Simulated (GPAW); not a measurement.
The system is CsPbCl3.

```
Pb Cs Cl
1.0
     5.60500    0.00000    0.00000
     0.00000    5.60500    0.00000
     0.00000    0.00000    5.60500
Pb Cs Cl
1 1 3
Direct
  0.50000 0.50000 0.50000
  0.00000 0.00000 0.00000
  0.50000 0.00000 0.50000
  0.00000 0.50000 0.50000
  0.50000 0.50000 0.00000
```

Base run:

| Quantity | Value |
| --- | --- |
| Program | GPAW 26.7.0 |
| Functional | TB-mBJ |
| Potentials or basis | GPAW PAW data sets for LDA (gpaw-data 1.2.1) |
| Cutoff | 600 eV |
| Basis | pw |
| k mesh | 5 × 5 × 5 |
| Occupations | fermi-dirac, width 0.05 eV |
| Spin | no spin polarisation |

Its results: band gap on the k mesh 3.73 eV, direct.

**Question.** After a change of settings the same cell gave: band gap on the k mesh 3.26 eV, direct. Which change was it?
A. functional from TB-mBJ to optB88-vdW; potentials or basis from GPAW PAW data sets for LDA (gpaw-data 1.2.1) to GPAW PAW data sets (gpaw-data 1.2.1)
B. functional from TB-mBJ to LDA; potentials or basis from GPAW PAW data sets for LDA (gpaw-data 1.2.1) to the program's PAW data sets (release 1.2.1) made for this functional
C. functional from TB-mBJ to r2SCAN; potentials or basis from GPAW PAW data sets for LDA (gpaw-data 1.2.1) to GPAW PAW data sets (gpaw-data 1.2.1)
D. functional from TB-mBJ to RPBE; potentials or basis from GPAW PAW data sets for LDA (gpaw-data 1.2.1) to the program's PAW data sets (release 1.2.1) made for this functional

**Answer.** C.

Caveats: spin-orbit coupling is left out, which as a rule narrows the gap of such compounds by several tenths of an eV; an odd mesh through Γ misses points on the zone boundary, where band edges often lie; a model potential gives levels but no total energy (some runs).

Runs at the PBE level aren't shown here.
